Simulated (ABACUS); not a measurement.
The system is HfN.

```
CELL_PARAMETERS angstrom
0.00000 2.25600 2.25600
2.25600 0.00000 2.25600
2.25600 2.25600 0.00000
ATOMIC_POSITIONS crystal
Hf 0.00000 0.00000 0.00000
N 0.50000 0.50000 0.50000
```

- Program: ABACUS 3.10.1
- Task: relaxation of cell and atoms
- Functional: r2SCAN
- Potentials or basis: SG15 ONCV 1.2 PBE
- Cutoff: 1320 eV
- Density cutoff: 5279 eV
- Basis: plane waves
- k mesh: 6 × 6 × 6
- Occupations: fermi-dirac, width 0.05 eV
- Spin: no spin polarisation

At the start: pressure -7.6 GPa; volume 11.48 Å³/atom.

Q: How do energy, volume and symmetry change on relaxing?

A: Over 6 steps the energy falls by 7.6 meV/atom and the volume is 11.17 Å³/atom (-2.7 %); space group Fm-3m (No. 225, to 0.05 Å).

Step by step:
```csv
step,energy change (eV),largest force (eV/Å),pressure (GPa),volume (Å³)
1,0.0000,0.0000,-7.63,22.96
2,0.0534,0.0000,18.98,21.13
3,-0.0152,0.0000,-0.25,22.36
4,-0.0152,0.0000,0.13,22.34
5,-0.0152,0.0000,-0.29,22.37
6,-0.0152,0.0000,-0.01,22.35
```

Final structure:
```
Hf N
1.0
     0.00000    2.23567    2.23567
     2.23567    0.00000    2.23567
     2.23567    2.23567    0.00000
Hf N
1 1
Direct
  0.00000 0.00000 0.00000
  0.50000 0.50000 0.50000
```

Caveat: the k mesh is coarse (spacing up to 0.40 Å⁻¹), so the values aren't converged; the potentials were made for another functional, which shifts forces and pressure.
